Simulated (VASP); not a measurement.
# Nb (Im-3m) in VASP: a series of runs

One crystal, Nb, is run at these levels: PBE, PBEsol; tasks: single point.

Everything below comes from runs of VASP 6.6.1. Logs are shortened: lines on timing, memory, paths and dates and some standing lists are left out, and cuts for length are marked.

**1. Starting point**

Symmetry: Im-3m, No. 229, cubic system. The conventional cell has a = 3.328 Å, b = 3.328 Å, c = 3.328 Å, α = 90.00°, β = 90.00°, γ = 90.00°. Nb (site symmetry m-3m) has 8 Nb at 2.88 Å as nearest neighbours.

**2. Single point, PBE**

INCAR

```
SYSTEM = Nb
ALGO = Normal ; EDIFF = 1E-7
ENCUT = 520 ; GGA = PE
ISIF = 2 ; ISMEAR = -1
LASPH = .True. ; LCHARG = .True.
LELF = .True. ; LREAL = .False.
LVHAR = .True. ; LWAVE = .False.
NBANDS = 12 ; NELM = 60
PREC = Accurate ; SIGMA = 0.05
```

KPOINTS

```
k-points
0
Gamma
  11 11 11
  0 0 0
```

POSCAR

```
Nb
1.0
   -1.6639500000      1.6639500000      1.6639500000
    1.6639500000     -1.6639500000      1.6639500000
    1.6639500000      1.6639500000     -1.6639500000
Nb
1
Direct
    0.0000000000      0.0000000000      0.0000000000
```

Potentials or basis: VASP PAW PBE potentials, release 64 (Nb_sv).

Launch:

```sh
$ cat potpaw_PBE.64/Nb_sv/POTCAR > POTCAR
$ mpirun -np 1 vasp_std > vasp.out
```

OUTCAR:

```text
SYSTEM = Nb
   EDIFF = 1E-7
   ENCUT = 520
   GGA = PE
   ISIF = 2
   ISMEAR = -1
   LASPH = .True.
   LREAL = .False.
   NELM = 60
   PREC = Accurate

 ion  position               nearest neighbor table
   1  0.000  0.000  0.000-

  LATTYP: Found a body centered cubic cell.
 ALAT       =     3.3279000000

  Lattice vectors:

 A1 = (  -1.6639500000,   1.6639500000,   1.6639500000)
 A2 = (   1.6639500000,  -1.6639500000,   1.6639500000)
 A3 = (   1.6639500000,   1.6639500000,  -1.6639500000)

Analysis of symmetry for initial positions (statically):
=====================================================================
 Subroutine PRICEL returns:
 Original cell was already a primitive cell.

 Routine SETGRP: Setting up the symmetry group for a
 body centered cubic supercell.

 Subroutine GETGRP returns: Found 48 space group operations
 (whereof 48 operations were pure point group operations)
 out of a pool of 48 trial point group operations.

The static configuration has the point symmetry O_h .

Analysis of symmetry for dynamics (positions and initial velocities):
=====================================================================
 Subroutine PRICEL returns:
 Original cell was already a primitive cell.

 Routine SETGRP: Setting up the symmetry group for a
 body centered cubic supercell.

 Subroutine GETGRP returns: Found 48 space group operations
 (whereof 48 operations were pure point group operations)
 out of a pool of 48 trial point group operations.

The dynamic configuration has the point symmetry O_h .

 Subroutine INISYM returns: Found 48 space group operations
 (whereof 48 operations are pure point group operations),
 and found     1 'primitive' translations

----------------------------------------------------------------------------------------

                                     Primitive cell

  volume of cell :      18.4281

  direct lattice vectors                    reciprocal lattice vectors
    -1.663950000  1.663950000  1.663950000     0.000000000  0.300489798  0.300489798
     1.663950000 -1.663950000  1.663950000     0.300489798  0.000000000  0.300489798
     1.663950000  1.663950000 -1.663950000     0.300489798  0.300489798  0.000000000

  length of vectors
     2.882045941  2.882045941  2.882045941     0.424956748  0.424956748  0.424956748

  position of ions in fractional coordinates (direct lattice)
     0.000000000  0.000000000  0.000000000

  ion indices of the primitive-cell ions
   primitive index   ion index
                 1           1

----------------------------------------------------------------------------------------

 KPOINTS: k-points

Automatic generation of k-mesh.
 Grid dimensions read from file:
 generate k-points for:   11   11   11

 Generating k-lattice:

  Cartesian coordinates                     Fractional coordinates (reciprocal lattice)
     0.000000000  0.027317254  0.027317254     0.090909091  0.000000000  0.000000000
     0.027317254  0.000000000  0.027317254     0.000000000  0.090909091  0.000000000
     0.027317254  0.027317254  0.000000000     0.000000000  0.000000000  0.090909091

  Length of vectors
     0.038632432  0.038632432  0.038632432

  Shift w.r.t. Gamma in fractional coordinates (k-lattice)
     0.000000000  0.000000000  0.000000000

 Subroutine IBZKPT returns following result:
 ===========================================

 Found     56 irreducible k-points:

 Following reciprocal coordinates:
            Coordinates               Weight
  0.000000  0.000000  0.000000      1.000000
  0.090909  0.000000  0.000000     12.000000
  0.181818  0.000000  0.000000     12.000000
  0.272727  0.000000  0.000000     12.000000
  0.363636  0.000000  0.000000     12.000000
  0.454545  0.000000  0.000000     12.000000
[... 42 lines left out ...]
 -0.363636  0.363636  0.272727     24.000000
 -0.454545  0.454545  0.272727     24.000000
 [... further k-points ...]
   k-points           NKPTS =     56   k-points in BZ     NKDIM =     56   number of bands    NBANDS=     12
   number of dos      NEDOS =    301   number of ions     NIONS =      1
   total plane-waves  NPLWV =  13824
   dimension x,y,z NGX =    24 NGY =   24 NGZ =   24
   dimension x,y,z NGXF=    48 NGYF=   48 NGZF=   48
   ions per type =               1
   NGX,Y,Z   is equivalent  to a cutoff of  13.84, 13.84, 13.84 a.u.
   NGXF,Y,Z  is equivalent  to a cutoff of  27.69, 27.69, 27.69 a.u.
 SYSTEM =  Nb
   PREC   = accura    normal or accurate (medium, high low for compatibility)
   ISTART =      0    job   : 0-new  1-cont  2-samecut
   ICHARG =      2    charge: 1-file 2-atom 10-const
   ISPIN  =      1    spin polarized calculation?
   LNONCOLLINEAR =      F non collinear calculations
   LSORBIT =      F    spin-orbit coupling
   LASPH  =      T    aspherical Exc in radial PAW
   ENCUT  =  520.0 eV  38.22 Ry    6.18 a.u.   5.36  5.36  5.36*2*pi/ulx,y,z
   NELM   =     60;   NELMIN=  2; NELMDL= -5     # of ELM steps
   EDIFF  = 0.1E-06   stopping-criterion for ELM
   LREAL  =      F    real-space projection
   EDIFFG = 0.1E-05   stopping-criterion for IOM
   NSW    =      0    number of steps for IOM
   IBRION =     -1    ionic relax: 0-MD 1-quasi-New 2-CG
   NFREE  =      0    steps in history (QN), initial steepest desc. (CG)
   ISIF   =      2    stress and relaxation
   ISYM   =      2    0-nonsym 1-usesym 2-fastsym
   POTIM  = 0.5000    time-step for ionic-motion
   TEBEG  =    0.0;   TEEND  =   0.0 temperature during run
   PSTRESS=    0.0 pullay stress
   NELECT =      13.0000    total number of electrons
   NUPDOWN=      -1.0000    fix difference up-down
   EMIN   =  10.00;   EMAX   =-10.00  energy-range for DOS
   EFERMI =   0.00;   METHOD = LEGACY
   ISMEAR =    -1;   SIGMA  =   0.05  broadening in eV -4-tet -1-fermi 0-gaus
   EFERMI_NEDOS =   21; number of points for ismear=-14 and -15
   IALGO  =     38    algorithm
   IMIX   =      4    mixing-type and parameters
     AMIX     =   0.40;   BMIX     =  1.00
     AMIX_MAG =   1.60;   BMIX_MAG =  1.00
  volume/ion in A,a.u.               =      18.43       124.36
  Fermi-wavevector in a.u.,A,eV,Ry     =   1.457345  2.753983 28.896790  2.123854
  Thomas-Fermi vector in A             =   2.574157
   LORBIT       =      0    0 simple, 1 ext, 2 COOP (PROOUT), +10 PAW based schemes
   GGA     = PE    functional components
[... 5 lines left out ...]
 non-spin polarized calculation
  energy-cutoff  :      520.00
  volume of cell :       18.43
 maximum number of plane-waves:       531
 NGX is ok and might be reduce to    24
   NGX = 11   NGY = 11   NGZ = 11

 number of electron      12.9999999 magnetization

 Free energy of the ion-electron system (eV)
  ---------------------------------------------------
  ext. energy  EPLUGINS =         0.00000000
  ---------------------------------------------------
  free energy    TOTEN  =       -10.21385397 eV

  energy without entropy =      -10.19929592  energy(sigma->0) =      -10.20657494

 E-fermi :  10.8234     XC(G=0): -12.3842

 val. band max:       10.8188388116   @ k =  -0.1818   0.1818   0.0909
 cond. band min:      10.8779726146   @ k =   0.0909   0.0909   0.0000
 fundamental gap:      0.0591338030
 Fermi energy:        10.8233780946

 k-point     1 :       0.0000    0.0000    0.0000
  band No.  band energies     occupation
      1     -43.5488      2.00000
      2     -18.8921      2.00000
      3     -18.8921      2.00000
      4     -18.8921      2.00000
      5       4.9579      2.00000
      6      11.2283      0.00061
      7      11.2283      0.00061
      8      11.2283      0.00061
      9      14.0626      0.00000
     10      14.0626      0.00000
     11      25.0175      0.00000
     12      25.0175      0.00000

 k-point     2 :       0.0909    0.0000    0.0000
  band No.  band energies     occupation
      1     -43.5314      2.00000
      2     -18.9993      2.00000
      3     -18.9248      2.00000
      4     -18.8928      2.00000
      5       5.2863      2.00000
      6      11.0305      0.03129
      7      11.1731      0.00183
      8      11.5437      0.00000
      9      13.7844      0.00000
     10      14.0659      0.00000
     11      25.2697      0.00000
     12      25.5864      0.00000

 k-point     3 :       0.1818    0.0000    0.0000
  band No.  band energies     occupation
      1     -43.4844      2.00000
      2     -19.2805      2.00000
      3     -19.0118      2.00000
      4     -18.8950      2.00000
      5       6.1472      2.00000
      6      10.5470      1.99207
      7      10.9201      0.25268
      8      12.4576      0.00000
      9      13.4798      0.00000
     10      14.1115      0.00000
     11      25.5629      0.00000
     12      26.8192      0.00000
[... 526 lines left out ...]
 k-point    39 :      -0.1818    0.1818    0.1818
  band No.  band energies     occupation
      1     -43.4254      2.00000
      2     -19.3529      2.00000
      3     -19.1381      2.00000
      4     -19.1381      2.00000
      5       7.1974      2.00000
      6      11.2653      0.00029
      7      11.3144      0.00011
      8      11.3144      0.00011
      9      12.3810      0.00000
     10      15.0689      0.00000
     11      26.5162      0.00000
     12      27.4713      0.00000

 k-point    40 :       0.2727    0.2727    0.1818
  band No.  band energies     occupation
      1     -43.3083      2.00000
      2     -19.6153      2.00000
      3     -19.6153      2.00000
      4     -19.3517      2.00000
      5       9.3293      2.00000
      6       9.9696      2.00000
      7       9.9696      2.00000
      8      14.8353      0.00000
      9      14.8353      0.00000
     10      20.1359      0.00000
     11      22.0690      0.00000
     12      22.0690      0.00000

 [... further k-points ...]

------------------------ aborting loop because EDIFF is reached ----------------------------------------

  FORCE on cell =-STRESS in cart. coord.  units (eV):
  Direction    XX          YY          ZZ          XY          YZ          ZX
  --------------------------------------------------------------------------------------
  -------------------------------------------------------------------------------------
  Total       -0.2666309     -0.2666309     -0.2666309      0.0000000      0.0000000     -0.0000000
  in kB      -23.1814331    -23.1814331    -23.1814331      0.0000000      0.0000000     -0.0000000
  external PRESSURE =     -23.1814331 kB  Pullay stress =       0.0000000 kB

 VOLUME and BASIS-vectors are now :
 -----------------------------------------------------------------------------
  energy-cutoff  :      520.00
  volume of cell :       18.43
      direct lattice vectors                 reciprocal lattice vectors
    -1.663950000  1.663950000  1.663950000     0.000000000  0.300489798  0.300489798
     1.663950000 -1.663950000  1.663950000     0.300489798  0.000000000  0.300489798
     1.663950000  1.663950000 -1.663950000     0.300489798  0.300489798  0.000000000

 POSITION                                       TOTAL-FORCE (eV/Angst)
 -----------------------------------------------------------------------------------
      0.00000      0.00000      0.00000        -0.000000      0.000000      0.000000
 -----------------------------------------------------------------------------------
    total drift:                                0.000000     -0.000000     -0.000000

  FREE ENERGIE OF THE ION-ELECTRON SYSTEM (eV)
  ---------------------------------------------------
  free  energy   TOTEN  =       -10.2138539717 eV

  energy  without entropy=      -10.1992959151  energy(sigma->0) =      -10.20657494
```

Run time: 6.8 s. Hardware: 1 thread of Intel Xeon 6975P-C (Granite Rapids), shared host; peak memory 0.13 GiB.

What came out:

```yaml
Free_energy: -10.2139 eV
Pressure: -2.3 GPa
Band_gap_on_the_k_mesh: none (metal or under the smearing width)
```

**3. Single point, PBE (cell strained at random at fixed volume)**

INCAR

```
SYSTEM = Nb
PREC = Accurate
ENCUT = 520
EDIFF = 1E-7
ISMEAR = -1
SIGMA = 0.05
LREAL = .False.
LASPH = .True.
NELM = 60
ALGO = Normal
ISIF = 2
LWAVE = .False.
LCHARG = .False.
GGA = PE
NBANDS = 12
```

KPOINTS

```
Automatic mesh
0
Gamma
  11 11 11
  0 0 0
```

POSCAR

```
Nb
1.0
   -1.6548140000      1.6618910000      1.6630990000
    1.6118880000     -1.6697760000      1.6280580000
    1.7028480000      1.7178090000     -1.6709840000
Nb
1
Direct
   -0.0028920000     -0.0076530000      0.0052760000
```

Potentials or basis: VASP PAW PBE potentials, release 64 (Nb_sv).

Launch:

```sh
$ cat potpaw_PBE.64/Nb_sv/POTCAR > POTCAR
$ mpirun -np 1 vasp_std > vasp.out
```

Run time: 72 s. Hardware: 1 thread of Intel Xeon 6975P-C (Granite Rapids), shared host; peak memory 0.24 GiB.

The run converged. Its results:

| Item | Value |
| --- | --- |
| Free energy | -10.2102 eV |
| Pressure | -2.4 GPa |
| Band gap on the k mesh | none (metal or under the smearing width) |

Stress tensor (GPa, compression positive):
```
-2.01 -0.72  0.44
-0.72 -3.85  0.21
 0.44  0.21 -1.36
```

Levels at points of the mesh, in eV from the Fermi level:
```tsv
k point	band 4	band 5	band 6	band 7	band 8	band 9	band 10	band 11
(0.00, 0.00, 0.00)	-29.66	-5.88	0.09	0.35	0.72	3.08	3.42	13.80
```

**4. Single point, PBEsol**

INCAR

```
SYSTEM = Nb
  ALGO = Normal
  EDIFF = 1E-7
  ENCUT = 520
  GGA = PS
  ISIF = 2
  ISMEAR = -1
  LASPH = .True.
  LCHARG = .True.
  LELF = .True.
  LREAL = .False.
  LVHAR = .True.
  LWAVE = .False.
  NBANDS = 12
  NELM = 80
  PREC = Accurate
  SIGMA = 0.05
```

KPOINTS

```
k-points
0
Gamma
  11 11 11
  0 0 0
```

POSCAR

```
Nb
1.0
   -1.6639500000      1.6639500000      1.6639500000
    1.6639500000     -1.6639500000      1.6639500000
    1.6639500000      1.6639500000     -1.6639500000
Nb
1
Direct
    0.0000000000      0.0000000000      0.0000000000
```

Launch:

```sh
$ cat potpaw_PBE.64/Nb_sv/POTCAR > POTCAR
$ mpirun -np 1 vasp_std > vasp.out
```

Wall time 4.8 s (1 thread of Intel Xeon 6975P-C (Granite Rapids), shared host); peak memory 0.14 GiB.

It converged, with:

| Item | Value |
| --- | --- |
| Free energy | -10.9270 eV |
| Pressure | -8.1 GPa |
| Band gap on the k mesh | none (metal or under the smearing width) |

Levels at points of the mesh, in eV from the Fermi level:
```tsv
k point	band 4	band 5	band 6	band 7	band 8	band 9
(0.00, 0.00, 0.00)	-29.63	-5.89	0.41	0.41	0.41	3.24
```

Caveat: the PAW data sets were made with another functional, which shifts forces and pressure a little.

**5. Single point, PBEsol (cell strained at random at fixed volume)**

INCAR is that of step 4.

KPOINTS is that of step 4.

POSCAR

```
Nb
1.0
   -1.6548140000      1.6618910000      1.6630990000
    1.6118880000     -1.6697760000      1.6280580000
    1.7028480000      1.7178090000     -1.6709840000
Nb
1
Direct
   -0.0028920000     -0.0076530000      0.0052760000
```

Launch:

```sh
$ cat potpaw_PBE.64/Nb_sv/POTCAR > POTCAR
$ mpirun -np 1 vasp_std > vasp.out
```

Run time: 42 s. Hardware: 1 thread of Intel Xeon 6975P-C (Granite Rapids), shared host; peak memory 0.25 GiB.

The run converged. Its results:

```
Free energy            : -10.9235 eV
Pressure               : -8.2 GPa
Band gap on the k mesh : none (metal or under the smearing width)
```

Stress tensor (GPa, compression positive):
```
-7.77 -0.66  0.40
-0.66 -9.61  0.21
 0.40  0.21 -7.12
```

Levels at points of the mesh, in eV from the Fermi level:
```
           k point  band 5  band 6  band 7  band 8  band 9  band 10
(0.00, 0.00, 0.00)   -5.90    0.09    0.35    0.72    3.08     3.43
```

Caveat: the PAW data sets were made with another functional, which shifts forces and pressure a little.

**6. Summary**

| level | cell | ladder | gap on the mesh (eV) | pressure (GPa) |
| --- | --- | --- | --- | --- |
| PBE | as given | - | none | -2.3 |
| PBE | cell strained at random at fixed volume | - | none | -2.4 |
| PBEsol | as given | free | none | -8.1 |
| PBEsol | cell strained at random at fixed volume | free | none | -8.2 |

Alike in all rows: task single point; potentials or basis VASP PAW PBE potentials, release 64 (Nb_sv); no spin polarisation; k mesh 11 × 11 × 11; cutoff (eV) 520; smearing fermi-dirac 0.05 eV.

Caveats: the PAW data sets were made with another functional, which shifts forces and pressure a little (some runs).

Total energies depend on the potentials used, so only differences within one code and one set of settings carry meaning.
